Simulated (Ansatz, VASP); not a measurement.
Two plane-wave programs on ZnSe

```
CELL_PARAMETERS angstrom
4.10770 0.00000 0.00000
0.00000 4.10770 0.00000
0.00000 0.00000 6.07035
ATOMIC_POSITIONS crystal
Zn 0.00000 0.00000 0.00000
Zn 0.50000 0.50000 0.00000
Se 0.00000 0.50000 0.24628
Se 0.50000 0.00000 0.75372
```

Measurements of this composition are mostly on another form, of space group No. 216.

Alike in both runs: task single point; functional PBEsol; k mesh 4 × 4 × 4; occupations gaussian, width 0.1 eV; no spin polarisation.

|  | VASP | Ansatz |
| --- | --- | --- |
| version | VASP 6.6.1 | Ansatz 0.2.0 |
| potentials or method | VASP PAW PBE potentials, release 64 (Zn, Se) | scalar-relativistic, plane waves, PAW |
| plane-wave cutoff (eV) | 520 | 420 |
| valence electrons in the cell | 36 | 56 |

|  | VASP | Ansatz | Ansatz less VASP |
| --- | --- | --- | --- |
| gap on the k mesh at the Fermi level (eV) | 1.85 | 1.85 | 0.000 |
| least direct gap on the mesh (eV) | 1.85 | 1.85 | 0.000 |
| pressure (GPa) | -2.5 | -2.7 | -0.20 |
| largest component of the traceless stress (GPa) | 0.24 | 0.24 | -0.003 |
| rms of the force components (eV/Å) | 0.147 | 0.165 | +0.0182 |

Atom by atom the forces differ by 0.018 eV/Å (rms over components). The functional is the same, so the differences come from potentials, cutoffs and numerics. The two sets of potentials don't hold the same shells in valence.

Caveats: the PAW data sets were made with another functional, which shifts forces and pressure a little (VASP). A k mesh can miss the band edges.
